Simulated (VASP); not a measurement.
# Os (P6_3/mmc) in VASP: notebook

One crystal, Os, is run at these levels: vdW-DF-cx, optB86b-vdW; tasks: relaxation of cell and atoms.

Program: VASP 6.6.1. These are calculated values, not measurements. Logs are shortened: lines on timing, memory, paths and dates and some standing lists are left out, and cuts for length are marked.

## 1. Starting point

It takes space group P6_3/mmc (No. 194, hexagonal). Conventional cell: a = 2.734 Å, b = 2.734 Å, c = 4.320 Å, α = 90.00°, β = 90.00°, γ = 120.00°. Around Os (site symmetry -6m2) lie 12 Os at 2.68 to 2.73 Å.

## 2. Relaxation of cell and atoms, vdW-DF-cx

INCAR reads:

```
SYSTEM = Os
AGGAC = 0.0
ALGO = Normal
EDIFF = 1E-6
EDIFFG = -0.02
ENCUT = 600
GGA = CX
IBRION = 2
ISIF = 3
ISMEAR = -1
LASPH = .True.
LCHARG = .False.
LREAL = .False.
LUSE_VDW = .True.
LWAVE = .False.
NELM = 80
NSW = 40
PREC = Accurate
SIGMA = 0.05
```

KPOINTS reads:

```
k-points
0
Gamma
  11 11 6
  0 0 0
```

POSCAR reads:

```
Os
1.0
    2.7341000000      0.0000000000      0.0000000000
   -1.3670500000      2.3678000565      0.0000000000
    0.0000000000      0.0000000000      4.3197000000
Os
2
Direct
    0.6666666667      0.3333333333      0.7500000000
    0.3333333333      0.6666666667      0.2500000000
```

Potentials or basis: VASP PAW PBE potentials, release 64 (Os).

Launch:

```sh
cat potpaw_PBE.64/Os/POTCAR > POTCAR
mpirun -np 1 vasp_std > vasp.out
```

OUTCAR:

```text
SYSTEM = Os
   EDIFF = 1E-6
   EDIFFG = -0.02
   ENCUT = 600
   GGA = CX
   IBRION = 2
   ISIF = 3
   ISMEAR = -1
   LASPH = .True.
   LREAL = .False.
   NELM = 80
   NSW = 40
   PREC = Accurate

 ion  position               nearest neighbor table
   1  0.667  0.333  0.750-   2 2.68   2 2.68   2 2.68   2 2.68   2 2.68   2 2.68
   2  0.333  0.667  0.250-   1 2.68   1 2.68   1 2.68   1 2.68   1 2.68   1 2.68

  LATTYP: Found a hexagonal cell.
 ALAT       =     2.7341000000
 C/A-ratio  =     1.5799348963

  Lattice vectors:

 A1 = (   2.7341000000,   0.0000000000,   0.0000000000)
 A2 = (  -1.3670500000,   2.3678000565,   0.0000000000)
 A3 = (   0.0000000000,   0.0000000000,   4.3197000000)

Analysis of symmetry for initial positions (statically):
=====================================================================
 Subroutine PRICEL returns:
 Original cell was already a primitive cell.

 Routine SETGRP: Setting up the symmetry group for a
 hexagonal supercell.

 Subroutine GETGRP returns: Found 24 space group operations
 (whereof 12 operations were pure point group operations)
 out of a pool of 24 trial point group operations.

The static configuration has the point symmetry D_3d.
 The point group associated with its full space group is D_6h.

Analysis of symmetry for dynamics (positions and initial velocities):
=====================================================================
 Subroutine PRICEL returns:
 Original cell was already a primitive cell.

 Routine SETGRP: Setting up the symmetry group for a
 hexagonal supercell.

 Subroutine GETGRP returns: Found 24 space group operations
 (whereof 12 operations were pure point group operations)
 out of a pool of 24 trial point group operations.

The dynamic configuration has the point symmetry D_3d.
 The point group associated with its full space group is D_6h.

 Subroutine INISYM returns: Found 24 space group operations
 (whereof 12 operations are pure point group operations),
 and found     1 'primitive' translations

----------------------------------------------------------------------------------------

                                     Primitive cell

  volume of cell :      27.9649

  direct lattice vectors                    reciprocal lattice vectors
     2.734100000  0.000000000  0.000000000     0.365751070  0.211166479  0.000000000
    -1.367050000  2.367800057  0.000000000     0.000000000  0.422332957  0.000000000
     0.000000000  0.000000000  4.319700000     0.000000000  0.000000000  0.231497558

  length of vectors
     2.734100000  2.734100000  4.319700000     0.422332957  0.422332957  0.231497558

  position of ions in fractional coordinates (direct lattice)
     0.666666667  0.333333333  0.750000000
     0.333333333  0.666666667  0.250000000

  ion indices of the primitive-cell ions
   primitive index   ion index
                 1           1
                 2           2

----------------------------------------------------------------------------------------

 KPOINTS: k-points

Automatic generation of k-mesh.
 Grid dimensions read from file:
 generate k-points for:   11   11    6

 Generating k-lattice:

  Cartesian coordinates                     Fractional coordinates (reciprocal lattice)
     0.033250097  0.019196953  0.000000000     0.090909091 -0.000000000  0.000000000
     0.000000000  0.038393905  0.000000000     0.000000000  0.090909091  0.000000000
     0.000000000  0.000000000  0.038582926     0.000000000  0.000000000  0.166666667

  Length of vectors
     0.038393905  0.038393905  0.038582926

  Shift w.r.t. Gamma in fractional coordinates (k-lattice)
     0.000000000  0.000000000  0.000000000

 Subroutine IBZKPT returns following result:
 ===========================================

 Found     64 irreducible k-points:

 Following reciprocal coordinates:
            Coordinates               Weight
  0.000000  0.000000  0.000000      1.000000
  0.090909  0.000000  0.000000      6.000000
  0.181818  0.000000  0.000000      6.000000
  0.272727 -0.000000  0.000000      6.000000
  0.363636 -0.000000  0.000000      6.000000
  0.454545  0.000000  0.000000      6.000000
[... 16 lines left out ...]
  0.090909  0.090909  0.166667     12.000000
  0.181818  0.090909  0.166667     24.000000
 [... further k-points ...]
   k-points           NKPTS =     64   k-points in BZ     NKDIM =     64   number of bands    NBANDS=     12
   number of dos      NEDOS =    301   number of ions     NIONS =      2
   total plane-waves  NPLWV =  20736
   dimension x,y,z NGX =    24 NGY =   24 NGZ =   36
   dimension x,y,z NGXF=    48 NGYF=   48 NGZF=   72
   ions per type =               2
   NGX,Y,Z   is equivalent  to a cutoff of  14.59, 14.59, 13.85 a.u.
   NGXF,Y,Z  is equivalent  to a cutoff of  29.19, 29.19, 27.71 a.u.
 SYSTEM =  Os
   PREC   = accura    normal or accurate (medium, high low for compatibility)
   ISTART =      0    job   : 0-new  1-cont  2-samecut
   ICHARG =      2    charge: 1-file 2-atom 10-const
   ISPIN  =      1    spin polarized calculation?
   LNONCOLLINEAR =      F non collinear calculations
   LSORBIT =      F    spin-orbit coupling
   LASPH  =      T    aspherical Exc in radial PAW
   ENCUT  =  600.0 eV  44.10 Ry    6.64 a.u.   5.46  5.46  8.63*2*pi/ulx,y,z
   NELM   =     80;   NELMIN=  2; NELMDL= -5     # of ELM steps
   EDIFF  = 0.1E-05   stopping-criterion for ELM
   LREAL  =      F    real-space projection
   EDIFFG = -.2E-01   stopping-criterion for IOM
   NSW    =     40    number of steps for IOM
   IBRION =      2    ionic relax: 0-MD 1-quasi-New 2-CG
   NFREE  =      1    steps in history (QN), initial steepest desc. (CG)
   ISIF   =      3    stress and relaxation
   ISYM   =      2    0-nonsym 1-usesym 2-fastsym
   POTIM  = 0.5000    time-step for ionic-motion
   TEBEG  =    0.0;   TEEND  =   0.0 temperature during run
   PSTRESS=    0.0 pullay stress
   NELECT =      16.0000    total number of electrons
   NUPDOWN=      -1.0000    fix difference up-down
   EMIN   =  10.00;   EMAX   =-10.00  energy-range for DOS
   EFERMI =   0.00;   METHOD = LEGACY
   ISMEAR =    -1;   SIGMA  =   0.05  broadening in eV -4-tet -1-fermi 0-gaus
   EFERMI_NEDOS =   21; number of points for ismear=-14 and -15
   IALGO  =     38    algorithm
   IMIX   =      4    mixing-type and parameters
     AMIX     =   0.40;   BMIX     =  1.00
     AMIX_MAG =   1.60;   BMIX_MAG =  1.00
  volume/ion in A,a.u.               =      13.98        94.36
  Fermi-wavevector in a.u.,A,eV,Ry     =   1.359076  2.568282 25.131161  1.847088
  Thomas-Fermi vector in A             =   2.485855
   LORBIT       =      0    0 simple, 1 ext, 2 COOP (PROOUT), +10 PAW based schemes
   GGA     = CX    functional components
   LHFCALC =     F    Hartree Fock is set to
   AEXX    =    0.0000 exact exchange contribution
   IVDW_NL    =     1    kernel type
   BPARAM     = 6.3000
   IVDW    =     0    specifies the selected vdW correction
   LEPSILON=     F    determine dielectric tensor
   LRPA    =     F    only Hartree local field effects (RPA)
 conjugate gradient relaxation of ions
 non-spin polarized calculation
  energy-cutoff  :      600.00
  volume of cell :       27.96
 maximum number of plane-waves:       965
 NGX is ok and might be reduce to    24
   NGX = 11   NGY = 11   NGZ = 17

--------------------------------------- Ionic step        1  -------------------------------------------

 number of electron      16.0000001 magnetization

 Free energy of the ion-electron system (eV)
  ---------------------------------------------------
  ext. energy  EPLUGINS =         0.00000000
  ---------------------------------------------------
  free energy    TOTEN  =       -18.63963513 eV

  energy without entropy =      -18.62645127  energy(sigma->0) =      -18.63304320

------------------------ aborting loop because EDIFF is reached ----------------------------------------

  FORCE on cell =-STRESS in cart. coord.  units (eV):
  Direction    XX          YY          ZZ          XY          YZ          ZX
  --------------------------------------------------------------------------------------
  -------------------------------------------------------------------------------------
  Total        0.2837847      0.2837847      0.3218442     -0.0000000      0.0000000      0.0000000
  in kB       16.2587295     16.2587295     18.4392525     -0.0000000      0.0000000      0.0000000
  external PRESSURE =      16.9855705 kB  Pullay stress =       0.0000000 kB
[... 61 lines left out ...]
Total vdW correction in eV:      1.9373531

--------------------------------------- Ionic step        3  -------------------------------------------

 number of electron      16.0000001 magnetization

 Free energy of the ion-electron system (eV)
  ---------------------------------------------------
  ext. energy  EPLUGINS =         0.00000000
  ---------------------------------------------------
  free energy    TOTEN  =       -18.64020252 eV

  energy without entropy =      -18.62692649  energy(sigma->0) =      -18.63356450

 E-fermi :   9.2495     XC(G=0): -14.0730

 val. band max:        9.2271656455   @ k =   0.3636  -0.0000   0.3333
 cond. band min:       9.3109467219   @ k =   0.3636   0.0909   0.3333
 fundamental gap:      0.0837810764
 Fermi energy:         9.2494932728

 k-point     1 :       0.0000    0.0000    0.0000
  band No.  band energies     occupation
      1      -1.6237      2.00000
      2       1.5345      2.00000
      3       6.2555      2.00000
      4       6.2555      2.00000
      5       6.5006      2.00000
      6       7.0922      2.00000
      7       7.0922      2.00000
      8       7.7392      2.00000
      9       7.7392      2.00000
     10       9.3401      0.28087
     11      10.9754      0.00000
     12      10.9754      0.00000
[... 331 lines left out ...]
 k-point    24 :       0.1818    0.0909    0.1667
  band No.  band energies     occupation
      1       0.6764      2.00000
      2       3.1409      2.00000
      3       4.5457      2.00000
      4       4.7659      2.00000
      5       6.0097      2.00000
      6       6.6237      2.00000
      7       7.1992      2.00000
      8       8.1445      2.00000
      9       8.7531      1.99990
     10       9.1279      1.83832
     11      11.4086      0.00000
     12      14.8081      0.00000

 [... further k-points ...]

------------------------ aborting loop because EDIFF is reached ----------------------------------------

  FORCE on cell =-STRESS in cart. coord.  units (eV):
  Direction    XX          YY          ZZ          XY          YZ          ZX
  --------------------------------------------------------------------------------------
  -------------------------------------------------------------------------------------
  Total       -0.0005470     -0.0005470      0.0004395      0.0000000     -0.0000000      0.0000000
  in kB       -0.0312173     -0.0312173      0.0250849      0.0000000     -0.0000000      0.0000000
  external PRESSURE =      -0.0124499 kB  Pullay stress =       0.0000000 kB
[... 17 lines left out ...]
  FREE ENERGIE OF THE ION-ELECTRON SYSTEM (eV)
  ---------------------------------------------------
  free  energy   TOTEN  =       -18.6402025154 eV

  energy  without entropy=      -18.6269264908  energy(sigma->0) =      -18.63356450

Total vdW correction in eV:      1.9054151

 reached required accuracy - stopping structural energy minimisation
```

Wall time 72 s (1 thread of Intel Xeon 6975P-C (Granite Rapids), shared host); peak memory 0.31 GiB.

What came out:

```
Free energy                            : -18.6402 eV
Relaxed volume                         : 14.04 Å³/atom
Relaxed cell                           : a = 2.737 Å, b = 2.737 Å, c = 4.326 Å, α = 90.00°, β = 90.00°, γ = 120.00°
Space group after relaxing (to 0.05 Å) : P6_3/mmc (No. 194)
Energy gained by relaxing              : 0.3 meV/atom
Ionic steps                            : 3
Pressure after relaxing                : 0.0 GPa
Band gap on the k mesh                 : none (metal or under the smearing width)
```

The path:
| step | energy change (eV) | largest force (eV/Å) | pressure (GPa) | volume (Å³) |
| --- | --- | --- | --- | --- |
| 1 | 0.0000 | 0.0000 | 1.70 | 27.96 |
| 2 | 0.0110 | 0.0000 | -7.28 | 28.57 |
| 3 | -0.0006 | 0.0000 | 0.00 | 28.07 |

Final structure:
```
Os
1.0
     2.73749    0.00000    0.00000
    -1.36875    2.37074    0.00000
     0.00000    0.00000    4.32578
Os
2
Direct
  0.66667 0.33333 0.75000
  0.33333 0.66667 0.25000
```

Levels at points of the mesh, in eV from the Fermi level:
| k point | band 5 | band 6 | band 7 | band 8 | band 9 | band 10 | band 11 | band 12 |
| --- | --- | --- | --- | --- | --- | --- | --- | --- |
| (0.00, 0.00, 0.00) | -2.75 | -2.16 | -2.16 | -1.51 | -1.51 | 0.09 | 1.73 | 1.73 |
| (0.00, 0.00, 0.50) | -3.19 | -3.19 | -3.19 | -3.19 | 0.93 | 0.93 | 0.93 | 0.93 |

Caveat: the PAW data sets were made with another functional, which shifts forces and pressure a little.

## 3. Relaxation of cell and atoms, optB86b-vdW

INCAR reads:

```
PREC = Accurate
ENCUT = 600
EDIFF = 1E-6
ISMEAR = -1
SIGMA = 0.05
LREAL = F
LASPH = T
NELM = 100
ALGO = Normal
ISIF = 3
LWAVE = F
LCHARG = F
GGA = MK
LUSE_VDW = T
AGGAC = 0.0
PARAM1 = 0.1234
PARAM2 = 1.0
IBRION = 2
NSW = 60
EDIFFG = -0.01
```

KPOINTS reads:

```
regular mesh
0
Gamma
  11 11 6
```

POSCAR is that of step 2.

Potentials or basis: VASP PAW PBE potentials, release 64 (Os).

Launch:

```sh
cat potpaw_PBE.64/Os/POTCAR > POTCAR
mpirun -np 1 vasp_std > vasp.out
```

Wall time 1.8 min (1 thread of Intel Xeon 6975P-C (Granite Rapids), shared host); peak memory 0.33 GiB.

It converged, with:

| Quantity | Value |
| --- | --- |
| Free energy | -18.0635 eV |
| Relaxed volume | 14.18 Å³/atom |
| Relaxed cell | a = 2.747 Å, b = 2.747 Å, c = 4.339 Å, α = 90.00°, β = 90.00°, γ = 120.00° |
| Space group after relaxing (to 0.05 Å) | P6_3/mmc (No. 194) |
| Energy gained by relaxing | 3.6 meV/atom |
| Ionic steps | 6 |
| Pressure after relaxing | 0.0 GPa |
| Band gap on the k mesh | none (metal or under the smearing width) |

The path:
| step | energy change (eV) | largest force (eV/Å) | pressure (GPa) | volume (Å³) |
| --- | --- | --- | --- | --- |
| 1 | 0.0000 | 0.0000 | 6.04 | 27.96 |
| 2 | 0.1249 | 0.0000 | -22.12 | 30.15 |
| 3 | -0.0073 | 0.0000 | -0.16 | 28.37 |
| 4 | -0.0073 | 0.0000 | 0.00 | 28.36 |
| 5 | -0.0073 | 0.0000 | -0.01 | 28.36 |
| 6 | -0.0073 | 0.0000 | -0.01 | 28.36 |

Final structure:
```
Os
1.0
     2.74707    0.00000    0.00000
    -1.37353    2.37903    0.00000
     0.00000    0.00000    4.33926
Os
2
Direct
  0.66667 0.33333 0.75000
  0.33333 0.66667 0.25000
```

Levels at points of the mesh, in eV from the Fermi level:
```tsv
k point	band 6	band 7	band 8	band 9	band 10	band 11
(0.00, 0.00, 0.00)	-2.12	-2.12	-1.49	-1.49	0.14	1.70
(0.00, 0.00, 0.50)	-3.14	-3.14	-3.14	0.91	0.91	0.91
```

Caveat: the PAW data sets were made with another functional, which shifts forces and pressure a little. Spin-orbit coupling is left out, which matters for the levels of Os.
